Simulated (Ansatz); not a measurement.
Every step of a relaxation of CdTe (rocksalt type)

DFT, PBE, PAW with Ansatz's default frozen-core files, scalar-relativistic (Ansatz 0.2.0); a Γ-centred 12×12×12 k mesh, Fermi–Dirac smearing of 0.05 eV, no spin polarisation. The run relaxes cell and atoms at a target pressure of 0 GPa.

Command: `ansatz run input.yaml --threads 1 --pin off --max-ram 3584MiB --backend cpu --events-out ev --progress --plain --runs-dir out` It took 11 s on 1 thread of Intel(R) Xeon(R) Platinum 8488C (Sapphire Rapids), on a shared host, peak memory 0.44 GiB.

```yaml
crystal:
  lattice:
    - [0.0, 2.8981565878, 2.8981565878]
    - [2.8981565878, 0.0, 2.8981565878]
    - [2.8981565878, 2.8981565878, 0.0]
  atoms:
    - { symbol: Cd, position: [0.0, 0.0, 0.0] }
    - { symbol: Te, position: [0.5, 0.5, 0.5] }
kpoints:
  mp_grid: { grid: [12, 12, 12] }
scf:
  occupations: { method: fermi_dirac, width: 0.05 }
hamiltonian:
  xc: pbe
  pseudopotentials: { kind: paw }
output:
  forces: true
  stress: true
relax:
  f_tol: 0.005
  max_steps: 40
  cell: {}
```

Each step lists its free energy a cell above the last geometry, the pressure, the cell vectors (Å), and Cartesian positions (Å) with forces (eV/Å).

The first step:

```
step 1  dF = 265.18 meV  P = 11.52 GPa
  cell 0.0000 2.8982 2.8982  2.8982 0.0000 2.8982  2.8982 2.8982 0.0000
  Cd 0.0000 0.0000 0.0000   0.0000 0.0000 0.0000
  Te 2.8982 2.8982 2.8982   0.0000 0.0000 0.0000
```

Spin–orbit coupling is left out, which matters for the heavy atoms.

Question: Where does the relaxation end, and by which steps?

Answer: After 4 geometries, with conventional a, b, c = 6.124, 6.124, 6.124 Å, at 28.708 Å³/atom (+17.93 % against the start) in space group Fm-3m, with a shortest distance of 3.062 Å. The further steps:
```
step 2  dF = 3.99 meV  P = 1.11 GPa
  cell 0.0000 3.0394 3.0394  3.0394 0.0000 3.0394  3.0394 3.0394 0.0000
  Cd 0.0000 0.0000 0.0000   0.0000 0.0000 0.0000
  Te 3.0394 3.0394 3.0394   0.0000 0.0000 0.0000
step 3  dF = 0.22 meV  P = 0.28 GPa
  cell 0.0000 3.0562 3.0562  3.0562 0.0000 3.0562  3.0562 3.0562 0.0000
  Cd 0.0000 0.0000 0.0000   0.0000 0.0000 0.0000
  Te 3.0562 3.0562 3.0562   0.0000 0.0000 0.0000
step 4  dF = 0.00 meV  P = 0.01 GPa
  cell 0.0000 3.0620 3.0620  3.0620 0.0000 3.0620  3.0620 3.0620 0.0000
  Cd 0.0000 0.0000 0.0000   0.0000 0.0000 0.0000
  Te 3.0620 3.0620 3.0620   0.0000 0.0000 0.0000
step 5  dF = -1.77 meV  P = 0.00 GPa  (same geometry on a basis chosen anew; earlier energies don't compare to the last digit)
  cell 0.0000 3.0620 3.0620  3.0620 0.0000 3.0620  3.0620 3.0620 0.0000
  Cd 0.0000 0.0000 0.0000   0.0000 0.0000 0.0000
  Te 3.0620 3.0620 3.0620   0.0000 0.0000 0.0000
```
